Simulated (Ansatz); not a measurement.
Ag: enthalpy against pressure

Ag, P6_3/mmc, a = 2.903 Å, c = 9.483 Å. This isn't the element's structure at ambient conditions. Ansatz: r2SCAN, PAW, 500 eV, Γ-centred 18×18×6 mesh on 4 atoms, Gaussian smearing 0.10 eV; no spin polarisation. Cell and atoms are relaxed at each pressure, and no other structure is tried, so the rows at high pressure may lie past a change of phase. y is the enthalpy over the state at zero pressure; there V0 = 17.308 Å³/atom. The pressures are the targets, met within 0.01 GPa.

| P (GPa) | y (eV/atom) |
| --- | --- |
| -2.0 | -0.2183 |
| 0.0 | 0.0000 |
| 2.0 | 0.2140 |
| 5.0 | 0.5281 |
| 10.0 | 1.0361 |
| 20.0 | ? |
| 40.0 | 3.8201 |

**Question.** Fit y = c1 P + c2 P² + c3 P³ to the other rows, say what c1 and c2 mean, and predict the missing value.

**Answer.** Least squares on the rows shown. y = 0.10799 P − 0.00048189 P² + 4.2412×10⁻⁶ P³. Since dH/dP = V, c1 is V0: 0.10799 eV/GPa × 160.2 = 17.300 Å³ against 17.308; c2 = −V0/(2B0) gives B0 = 112 GPa, where a Birch–Murnaghan fit to the volumes of the same runs (not shown) gives 102 GPa: a cubic over this range folds the higher terms into c2. Above P = −c2/(3 c3) = 38 GPa the cubic's slope, the volume, would rise with pressure, so the form fails there. At P = 20.0 the fit asked for gives 2.0010 eV/atom. The run gave 2.0068 eV/atom, so the fit is 0.0058 eV/atom too low, 0.14 % of the span of the series, against an rms of 0.0002 eV/atom on the fitted rows. With a term in P⁴ added, a fit to the same known rows predicts 2.0100 eV/atom, a smaller miss on the other side.